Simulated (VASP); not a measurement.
# BN (rat) (P-1) in VASP: notebook

One crystal, BN (rat), is run at these levels: PBE+D3(BJ); tasks: single point.

All numbers are computed with VASP 6.6.1; they aren't measurements. Logs are shortened: lines on timing, memory, paths and dates and some standing lists are left out, and cuts for length are marked.

## (1) Starting point

The typed cell holds 4 atoms: a = 2.506 Å, b = 2.506 Å, c = 6.612 Å, α = 90.14°, β = 89.97°, γ = 120.00°.

## (2) Single point, PBE+D3(BJ)

File INCAR:

```
  PREC = Accurate
  ENCUT = 520
  EDIFF = 1E-7
  ISMEAR = 0
  SIGMA = 0.02
  LREAL = False
  LASPH = True
  NELM = 100
  ALGO = Normal
  ISIF = 2
  LWAVE = False
  LCHARG = False
  GGA = PE
  IVDW = 12
  NBANDS = 16
```

File KPOINTS:

```
Automatic mesh
0
Gamma
  10 10 4
```

File POSCAR:

```
BN
1.0
    2.5063981816      0.0148624520     -0.0054529576
   -1.2660388681      2.1631298926      0.0178480092
    0.0187028104     -0.0621432866      6.6115507161
B N
2 2
Direct
    0.3368684542      0.6412934632      0.2519536468
    0.6703242974      0.3083028255      0.7520293338
    0.3369901324      0.6416362183      0.7520299851
    0.6702026192      0.3079600705      0.2519529955
```

Potentials or basis: VASP PAW PBE potentials, release 64 (B, N).

Command:

```sh
cat potpaw_PBE.64/B/POTCAR potpaw_PBE.64/N/POTCAR > POTCAR
mpirun -np 1 vasp_std > vasp.out
```

OUTCAR:

```text
PREC = Accurate
   ENCUT = 520
   EDIFF = 1E-7
   ISMEAR = 0
   LREAL = False
   LASPH = True
   NELM = 100
   ISIF = 2
   GGA = PE
   IVDW = 12
 IVDW          = 12

 ion  position               nearest neighbor table
   1  0.337  0.641  0.252-   4 1.45   4 1.45   4 1.45
   2  0.670  0.308  0.752-   3 1.45   3 1.45   3 1.45
   3  0.337  0.642  0.752-   2 1.45   2 1.45   2 1.45
   4  0.670  0.308  0.252-   1 1.45   1 1.45   1 1.45

  LATTYP: Found a triclinic cell.
 ALAT       =     2.5064507809
 B/A-ratio  =     0.9999989618
 C/A-ratio  =     3.1521988340
 COS(alpha) =     0.0004995298
 COS(beta)  =     0.4743338861
 COS(gamma) =     0.4999988137

  Lattice vectors:

 A1 = (  -1.2403593135,  -2.1779923446,  -0.0123950516)
 A2 = (  -2.5063981816,  -0.0148624520,   0.0054529576)
 A3 = (   0.0069767442,  -4.2789789506,  -6.6417937769)

Analysis of symmetry for initial positions (statically):
=====================================================================
 Subroutine PRICEL returns:
 Original cell was already a primitive cell.

 Routine SETGRP: Setting up the symmetry group for a
 triclinic supercell.

 Subroutine GETGRP returns: Found  2 space group operations
 (whereof  1 operations were pure point group operations)
 out of a pool of  2 trial point group operations.

The static configuration has the point symmetry C_1 .
 The point group associated with its full space group is S_2 .

Analysis of symmetry for dynamics (positions and initial velocities):
=====================================================================
 Subroutine PRICEL returns:
 Original cell was already a primitive cell.

 Routine SETGRP: Setting up the symmetry group for a
 triclinic supercell.

 Subroutine GETGRP returns: Found  2 space group operations
 (whereof  1 operations were pure point group operations)
 out of a pool of  2 trial point group operations.

The dynamic configuration has the point symmetry C_1 .
 The point group associated with its full space group is S_2 .

 Subroutine INISYM returns: Found  2 space group operations
 (whereof  1 operations are pure point group operations),
 and found     1 'primitive' translations

----------------------------------------------------------------------------------------

                                     Primitive cell

  volume of cell :      35.9726

  direct lattice vectors                    reciprocal lattice vectors
     2.506398182  0.014862452 -0.005452958     0.397601352  0.232699758  0.001062453
    -1.266038868  2.163129893  0.017848009    -0.002722211  0.460664041  0.004337574
     0.018702810 -0.062143287  6.611550716     0.000335275 -0.001051650  0.151239614

  length of vectors
     2.506448179  2.506452453  6.611869210     0.460692024  0.460692505  0.151243642

  position of ions in fractional coordinates (direct lattice)
     0.336868454  0.641293463  0.251953647
     0.670324297  0.308302826  0.752029334
     0.336990132  0.641636218  0.752029985
     0.670202619  0.307960071  0.251952995

  ion indices of the primitive-cell ions
   primitive index   ion index
                 1           1
                 2           2
                 3           3
                 4           4

----------------------------------------------------------------------------------------

 KPOINTS: Automatic mesh

Automatic generation of k-mesh.
 Grid dimensions read from file:
 generate k-points for:   10   10    4

 Generating k-lattice:

  Cartesian coordinates                     Fractional coordinates (reciprocal lattice)
     0.039760135  0.023269976  0.000106245     0.100000000  0.000000000 -0.000000000
    -0.000272221  0.046066404  0.000433757     0.000000000  0.100000000  0.000000000
     0.000083819 -0.000262912  0.037809903    -0.000000000  0.000000000  0.250000000

  Length of vectors
     0.046069202  0.046069250  0.037810910

  Shift w.r.t. Gamma in fractional coordinates (k-lattice)
     0.000000000  0.000000000  0.000000000

 Subroutine IBZKPT returns following result:
 ===========================================

 Found    204 irreducible k-points:

 Following reciprocal coordinates:
            Coordinates               Weight
  0.000000  0.000000  0.000000      1.000000
  0.100000 -0.000000  0.000000      2.000000
  0.200000 -0.000000  0.000000      2.000000
  0.300000 -0.000000 -0.000000      2.000000
  0.400000 -0.000000  0.000000      2.000000
  0.500000 -0.000000  0.000000      1.000000
[... 16 lines left out ...]
 -0.400000  0.200000  0.000000      2.000000
 -0.300000  0.200000  0.000000      2.000000
 [... further k-points ...]
   k-points           NKPTS =    204   k-points in BZ     NKDIM =    204   number of bands    NBANDS=     16
   number of dos      NEDOS =    301   number of ions     NIONS =      4
   total plane-waves  NPLWV =  20000
   dimension x,y,z NGX =    20 NGY =   20 NGZ =   50
   dimension x,y,z NGXF=    40 NGYF=   40 NGZF=  100
   ions per type =               2   2
   NGX,Y,Z   is equivalent  to a cutoff of  13.27, 13.27, 12.57 a.u.
   NGXF,Y,Z  is equivalent  to a cutoff of  26.53, 26.53, 25.14 a.u.
 SYSTEM =  unknown system
   PREC   = accura    normal or accurate (medium, high low for compatibility)
   ISTART =      0    job   : 0-new  1-cont  2-samecut
   ICHARG =      2    charge: 1-file 2-atom 10-const
   ISPIN  =      1    spin polarized calculation?
   LNONCOLLINEAR =      F non collinear calculations
   LSORBIT =      F    spin-orbit coupling
   LASPH  =      T    aspherical Exc in radial PAW
   ENCUT  =  520.0 eV  38.22 Ry    6.18 a.u.   4.66  4.66 12.29*2*pi/ulx,y,z
   NELM   =    100;   NELMIN=  2; NELMDL= -5     # of ELM steps
   EDIFF  = 0.1E-06   stopping-criterion for ELM
   LREAL  =      F    real-space projection
   EDIFFG = 0.1E-05   stopping-criterion for IOM
   NSW    =      0    number of steps for IOM
   IBRION =     -1    ionic relax: 0-MD 1-quasi-New 2-CG
   NFREE  =      0    steps in history (QN), initial steepest desc. (CG)
   ISIF   =      2    stress and relaxation
   ISYM   =      2    0-nonsym 1-usesym 2-fastsym
   POTIM  = 0.5000    time-step for ionic-motion
   TEBEG  =    0.0;   TEEND  =   0.0 temperature during run
   PSTRESS=    0.0 pullay stress
   NELECT =      16.0000    total number of electrons
   NUPDOWN=      -1.0000    fix difference up-down
   EMIN   =  10.00;   EMAX   =-10.00  energy-range for DOS
   EFERMI =   0.00;   METHOD = LEGACY
   ISMEAR =     0;   SIGMA  =   0.02  broadening in eV -4-tet -1-fermi 0-gaus
   EFERMI_NEDOS =   21; number of points for ismear=-14 and -15
   IALGO  =     38    algorithm
   IMIX   =      4    mixing-type and parameters
     AMIX     =   0.40;   BMIX     =  1.00
     AMIX_MAG =   1.60;   BMIX_MAG =  1.00
  volume/ion in A,a.u.               =       8.99        60.69
  Fermi-wavevector in a.u.,A,eV,Ry     =   1.249657  2.361510 21.247445  1.561643
  Thomas-Fermi vector in A             =   2.383688
   LORBIT       =      0    0 simple, 1 ext, 2 COOP (PROOUT), +10 PAW based schemes
   GGA     = PE    functional components
   LHFCALC =     F    Hartree Fock is set to
   AEXX    =    0.0000 exact exchange contribution
   IVDW    =    12    specifies the selected vdW correction
   LEPSILON=     F    determine dielectric tensor
   LRPA    =     F    only Hartree local field effects (RPA)
 non-spin polarized calculation
 Gauss-broadening in eV      SIGMA  =   0.02
  energy-cutoff  :      520.00
  volume of cell :       35.97
 maximum number of plane-waves:       988
   NGX =  9   NGY =  9   NGZ = 25

 number of electron      15.9999999 magnetization

 Free energy of the ion-electron system (eV)
  ---------------------------------------------------
  ext. energy  EPLUGINS =         0.00000000
  ---------------------------------------------------
  free energy    TOTEN  =       -35.15125580 eV

  energy without entropy =      -35.15125580  energy(sigma->0) =      -35.15125580

 E-fermi :   2.4834     XC(G=0): -10.0923

 val. band max:        2.3416477626   @ k =   0.4000   0.3000  -0.0000
 cond. band min:       6.5598421420   @ k =   0.5000   0.5000   0.0000
 fundamental gap:      4.2181943793
 Fermi energy:         2.4834377580

 k-point     1 :       0.0000    0.0000    0.0000
  band No.  band energies     occupation
      1     -15.4905      2.00000
      2     -15.1860      2.00000
      3      -3.9227      2.00000
      4      -1.7503      2.00000
      5       0.9612      2.00000
      6       0.9613      2.00000
[... 8 lines left out ...]
     15      14.4997      0.00000
     16      15.2923      0.00000

 k-point     2 :       0.1000   -0.0000    0.0000
  band No.  band energies     occupation
      1     -15.2953      2.00000
      2     -14.9976      2.00000
      3      -3.6547      2.00000
      4      -1.5107      2.00000
      5       0.1742      2.00000
      6       0.2087      2.00000
[... 8 lines left out ...]
     15      14.7847      0.00000
     16      15.1785      0.00000

 k-point     3 :       0.2000   -0.0000    0.0000
  band No.  band energies     occupation
      1     -14.7255      2.00000
      2     -14.4490      2.00000
      3      -2.8658      2.00000
      4      -1.7076      2.00000
      5      -1.6575      2.00000
      6      -0.8140      2.00000
[... 8 lines left out ...]
     15      16.8667      0.00000
     16      16.9841      0.00000

 k-point     4 :       0.3000   -0.0000   -0.0000
  band No.  band energies     occupation
      1     -13.8445      2.00000
      2     -13.6071      2.00000
      3      -3.9019      2.00000
      4      -3.8241      2.00000
      5      -1.6155      2.00000
      6      -1.0603      2.00000
[... 8 lines left out ...]
     15      17.9015      0.00000
     16      19.7998      0.00000

 k-point     5 :       0.4000   -0.0000    0.0000
  band No.  band energies     occupation
      1     -12.8451      2.00000
      2     -12.6792      2.00000
      3      -5.7820      2.00000
      4      -5.6940      2.00000
      5      -1.6396      2.00000
      6      -1.5729      2.00000
[... 8 lines left out ...]
     15      17.5562      0.00000
     16      21.4704      0.00000

 k-point     6 :       0.5000   -0.0000    0.0000
  band No.  band energies     occupation
      1     -12.2965      2.00000
      2     -12.2222      2.00000
      3      -6.5954      2.00000
      4      -6.5280      2.00000
      5      -1.8437      2.00000
      6      -1.7757      2.00000
[... 8 lines left out ...]
     15      17.5561      0.00000
     16      21.1655      0.00000
[... 267 lines left out ...]
 k-point    21 :       0.4000    0.2000    0.0000
  band No.  band energies     occupation
      1     -11.9562      2.00000
      2     -11.8981      2.00000
      3      -6.1522      2.00000
      4      -6.0634      2.00000
      5      -3.6399      2.00000
      6      -3.5609      2.00000
[... 8 lines left out ...]
     15      17.3964      0.00000
     16      19.9618      0.00000

 k-point    22 :       0.5000    0.2000    0.0000
  band No.  band energies     occupation
      1     -12.4393      2.00000
      2     -12.2974      2.00000
      3      -5.5125      2.00000
      4      -5.4465      2.00000
      5      -3.3447      2.00000
      6      -3.2746      2.00000
[... 8 lines left out ...]
     15      17.1801      0.00000
     16      19.5269      0.00000

 k-point    23 :      -0.4000    0.2000    0.0000
  band No.  band energies     occupation
      1     -13.3539      2.00000
      2     -13.1408      2.00000
      3      -4.1786      2.00000
      4      -4.1748      2.00000
      5      -2.4336      2.00000
      6      -2.3750      2.00000
[... 8 lines left out ...]
     15      16.1976      0.00000
     16      17.8757      0.00000

 k-point    24 :      -0.3000    0.2000    0.0000
  band No.  band energies     occupation
      1     -14.1826      2.00000
      2     -13.9284      2.00000
      3      -2.8946      2.00000
      4      -2.8466      2.00000
      5      -2.1019      2.00000
      6      -1.1262      2.00000
[... 8 lines left out ...]
     15      17.4497      0.00000
     16      17.5828      0.00000

 [... further k-points ...]

------------------------ aborting loop because EDIFF is reached ----------------------------------------

 Edisp (eV)   -0.56644

 E8    (eV) :    -0.1660

  FORCE on cell =-STRESS in cart. coord.  units (eV):
  Direction    XX          YY          ZZ          XY          YZ          ZX
  --------------------------------------------------------------------------------------
  -------------------------------------------------------------------------------------
  Total       0.03707     0.03701    -0.02932     0.00016     0.00311    -0.00081
  in kB       1.65090     1.64844    -1.30592     0.00707     0.13837    -0.03622
  external pressure =        0.66 kB  Pullay stress =        0.00 kB

 VOLUME and BASIS-vectors are now :
 -----------------------------------------------------------------------------
  energy-cutoff  :      520.00
  volume of cell :       35.97
      direct lattice vectors                 reciprocal lattice vectors
     2.506398182  0.014862452 -0.005452958     0.397601352  0.232699758  0.001062453
    -1.266038868  2.163129893  0.017848009    -0.002722211  0.460664041  0.004337574
     0.018702810 -0.062143287  6.611550716     0.000335275 -0.001051650  0.151239614

 POSITION                                       TOTAL-FORCE (eV/Angst)
 -----------------------------------------------------------------------------------
      0.03714      1.37655      1.67541         0.000090      0.000023      0.000047
      1.30384      0.63013      4.97393        -0.000090     -0.000023     -0.000047
      0.04636      1.34622      4.98170         0.000104     -0.000066     -0.000283
      1.29462      0.66046      1.66764        -0.000104      0.000066      0.000283
 -----------------------------------------------------------------------------------
    total drift:                               -0.000018     -0.000004     -0.000032

  FREE ENERGIE OF THE ION-ELECTRON SYSTEM (eV)
  ---------------------------------------------------
  free  energy   TOTEN  =       -35.7176938696 eV

  energy  without entropy=      -35.7176938696  energy(sigma->0) =      -35.71769387
```

It took 53 s on 1 thread of Intel Xeon Platinum 8559C (Emerald Rapids), shared host; peak memory 0.23 GiB.

What came out:

- Free energy: -35.7177 eV
- Pressure: 0.1 GPa
- Band gap on the k mesh: 4.22 eV, indirect (least direct gap 4.65 eV)
- Dispersion energy per atom: -0.142 eV

Stress tensor (GPa, compression positive):
```
 0.17  0.00  0.00
 0.00  0.16  0.01
 0.00  0.01 -0.13
```

A k mesh can miss the band edges. A hybrid or GW would open this gap; PBE tends to underestimate it.

## (3) Single point, PBE+D3(BJ)

This run uses another cell than the first one, of 9.21 Å³/atom, 1.024 times its volume.

File INCAR:

```
SYSTEM = BN
PREC     = Accurate       ! precision mode
ENCUT    = 520            ! plane-wave cutoff, eV
EDIFF    = 1E-6           ! SCF threshold, eV
ISMEAR   = 0              ! smearing method
SIGMA    = 0.1            ! smearing width, eV
LREAL    = .FALSE.        ! projectors in reciprocal space
LASPH    = .TRUE.         ! aspherical terms in the spheres
NELM     = 100            ! most SCF steps
ALGO     = Normal         ! electronic algorithm
ISIF     = 2              ! what is computed and relaxed
LWAVE    = .FALSE.        ! write WAVECAR
LCHARG   = .FALSE.        ! write CHGCAR
GGA      = PE             ! functional
IVDW     = 12             ! dispersion correction
NBANDS   = 16             ! bands
```

File KPOINTS:

```
Automatic mesh
0
G
  8 8 4
  0 0 0
```

File POSCAR:

```
BN
1.0
    2.5108635911     -0.0065293105     -0.0060644546
   -1.2868732447      2.1788025231      0.0057124394
    0.0182123372     -0.1012955884      6.7452354794
B N
2 2
Direct
    0.3674737675      0.6537451348      0.2502967599
    0.6655146083      0.3114546544      0.7500186769
    0.3089806465      0.6180040618      0.7592016638
    0.6724164809      0.3159887265      0.2484488606
```

Potentials or basis: VASP PAW PBE potentials, release 64 (B, N).

Command:

```sh
cat potpaw_PBE.64/B/POTCAR potpaw_PBE.64/N/POTCAR > POTCAR
mpirun -np 1 vasp_std > vasp.out
```

Wall time 31 s (1 thread of Intel Xeon Platinum 8559C (Emerald Rapids), shared host); peak memory 0.2 GiB.

The run converged. Its results:

| Property | Result |
| --- | --- |
| Free energy | -35.5153 eV |
| Pressure | -0.2 GPa |
| Largest force | 2.785 eV/Å |
| Band gap on the k mesh | 4.01 eV, indirect (least direct gap 4.46 eV) |
| Dispersion energy per atom | -0.138 eV |

Forces in eV/Å, atoms in the order of the input:
```
B   -2.377 -0.177 -0.203
B   -1.415 -2.240  0.811
N    1.422  2.244 -0.835
N    2.371  0.173  0.227
```

Stress tensor (GPa, compression positive):
```
 2.83  4.55  0.24
 4.55 -2.69  0.62
 0.24  0.62 -0.86
```

Levels at points of the mesh, in eV from the valence-band top:
| k point | band 5 | band 6 | band 7 | band 8 | band 9 | band 10 | band 11 | band 12 |
| --- | --- | --- | --- | --- | --- | --- | --- | --- |
| (0.00, 0.00, 0.00) | -2.12 | -2.01 | -0.58 | -0.52 | 5.10 | 10.14 | 10.48 | 10.73 |
| (0.50, 0.00, 0.00) | -4.61 | -3.92 | -1.34 | -0.42 | 4.34 | 5.65 | 9.17 | 9.52 |
| (0.00, 0.50, 0.00) | -4.42 | -3.98 | -1.53 | -0.50 | 4.29 | 5.90 | 9.31 | 9.75 |
| (0.50, 0.50, 0.00) | -3.82 | -3.63 | -1.39 | -0.44 | 4.01 | 5.30 | 9.58 | 10.12 |
| (0.00, 0.00, 0.50) | -2.12 | -2.01 | -0.58 | -0.52 | 7.04 | 7.76 | 10.49 | 10.74 |
| (0.50, 0.00, 0.50) | -4.61 | -3.92 | -1.05 | -0.65 | 4.37 | 5.22 | 9.41 | 9.56 |
| (0.00, 0.50, 0.50) | -4.42 | -3.98 | -1.14 | -0.89 | 4.66 | 5.15 | 9.65 | 9.71 |
| (0.50, 0.50, 0.50) | -3.81 | -3.63 | -0.99 | -0.81 | 4.31 | 4.62 | 9.91 | 10.11 |

Caveat: forces of over 1 eV/Å show positions far from the minimum, so gaps and moduli don't describe the material at rest. A hybrid or GW would open this gap; PBE tends to underestimate it.
